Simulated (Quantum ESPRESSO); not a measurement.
## C under changes of volume

One of the cells (5.672 Å³/atom); the others are scaled copies at fixed shape and fractional positions:

```xyz
2
Lattice="0.0000 1.7834 1.7834 1.7834 0.0000 1.7834 1.7834 1.7834 0.0000" Properties=species:S:1:pos:R:3 pbc="T T T"
C     2.6751    2.6751    2.6751
C     1.7834    1.7834    1.7834
```

This isn't the form of C at room conditions, which is graphite.

```yaml
Program: Quantum ESPRESSO 7.5
Functional: PBEsol
Potentials_or_basis: PseudoDojo 0.4.1 SR PBEsol standard
Cutoff: 1116 eV
Density_cutoff: 4463 eV
k_mesh: 13 × 13 × 13
Occupations: fermi-dirac, width 0.05 eV
Spin: no spin polarisation
```

```csv
volume (Å³/atom),energy over the lowest point (meV/atom),pressure (GPa),gap on the mesh (eV)
5.332,24.05,27.0,4.20
5.445,8.78,15.9,4.15
5.558,0.98,5.8,4.10
5.672,0.00,-3.3,4.05
5.785,5.23,-11.7,4.01
5.899,?,?,?
6.012,32.10,-26.2,3.92
```

Task: What does the run at 5.899 Å³/atom give?

Result: Energy over the lowest point 16.09 meV/atom; pressure -19.3 GPa; gap on the mesh 3.96 eV.

Worked out: A Birch-Murnaghan fit of order 3 (a polynomial in V^(-2/3)) to the other rows has its minimum at 5.63 Å³/atom with B0 = V·E''(V) = 450 GPa and B' = 3.8. It gives 16.16 meV/atom at 5.899 Å³/atom, against the run's 16.09, and -dE/dV = -19.1 GPa, against -19.3. A straight line through the other rows of the gap, of slope -2.33 eV per unit of ln V, gives 3.96 eV, against the run's 3.96.

Energies are extrapolated to zero smearing.

Caveats: an odd mesh through Γ misses points on the zone boundary, where band edges often lie.
